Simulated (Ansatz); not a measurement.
CdSe: stiffness from a series of strains

```
CELL_PARAMETERS angstrom
0.00000 3.07027 3.07027
3.07027 0.00000 3.07027
3.07027 3.07027 0.00000
ATOMIC_POSITIONS crystal
Cd 0.00000 0.00000 0.00000
Se 0.25000 0.25000 0.25000
```

Atoms are numbered in the order listed.

The cell is the one relaxed in the Materials Project (mp-2691), not relaxed further here; entries there can be hypothetical.

Computed with DFT, PBE, all-electron LAPW, scalar-relativistic in Ansatz 0.2.0.

Settings: a Γ-centred 8×8×8 k mesh, Fermi–Dirac smearing of 0.03 eV, basis error target 1 meV/atom, no spin polarisation.

The strain is applied along the Cartesian axes of the cell as listed (γ is the engineering shear, twice εxy = εyz = εzx). Fractional coordinates are held (clamped ions).

σ is the change of stress from the unstrained cell, which is at 1.30 GPa; tension is positive, so slopes are stress–strain coefficients at that pressure.

Only quantities that a quadratic follows smoothly over the whole series are listed; rougher ones are left out.

```
      γ  σxy (GPa)
-0.0300      -1.38
-0.0200      -0.89
-0.0100      -0.43
 0.0000       0.00
 0.0100       0.41
 0.0300       1.17
```

Fit the series and read off the stiffness at zero strain.

Least-squares fits y = p0 + p1 x + p2 x² to the rows give σxy (GPa): p1 = 42.4, p2 = -120. So C44 (clamped ions) = 42 GPa.

One run, at γ = 0.0200, is withheld. Predict its row.

The fits give 0.80; the run gave 0.80.
